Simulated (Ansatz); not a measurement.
Computed with DFT PBE, scalar-relativistic, plane waves, PAW in Ansatz 0.2.0. The final run on the 2-atom cell used 420 eV, a Γ-centred 6×6×6 mesh, 0.02 eV smearing and no spin polarisation.

Formation energies are uncorrected and count from the elements' standard states at the same level.

Problem. Find a candidate cubic wide-gap insulator that holds Na and 1 more element, with a gap near 4.9 eV, a formation energy near −1.78 eV/atom and a density near 1.59 g/cm³, in a cell of 2 atoms.

Solution. NaCl, space group F-43m (No. 216). Na has 4 Cl at 2.71 Å; Cl has 4 Na at 2.71 Å.

```cif
data_structure
_symmetry_space_group_name_H-M 'F-43m'
_symmetry_Int_Tables_number 216
_cell_length_a 6.2515
_cell_length_b 6.2515
_cell_length_c 6.2515
_cell_angle_alpha 90.000
_cell_angle_beta 90.000
_cell_angle_gamma 90.000
_cell_volume 244.31
loop_
_atom_site_label
_atom_site_type_symbol
_atom_site_symmetry_multiplicity
_atom_site_Wyckoff_symbol
_atom_site_fract_x
_atom_site_fract_y
_atom_site_fract_z
_atom_site_occupancy
Na1 Na 4 d 0.25000 0.25000 0.75000 1
Cl1 Cl 4 b 0.50000 0.00000 0.00000 1
```

| Property | Result |
| --- | --- |
| Volume per atom | 30.54 Å³ |
| Density | 1.59 g/cm³ |
| Energy over the elements | −1.780 eV/atom |
| Gap on the 6×6×6 mesh of the 2-atom cell | 4.85 eV |

The cell was found from a structure generator's guess, not taken from experiment. The answer needn't be unique; the calculation gave this one.

Kohn–Sham gaps at this level usually fall short of measured ones. Symmetry constrained the relaxation, so the result can be a saddle point.
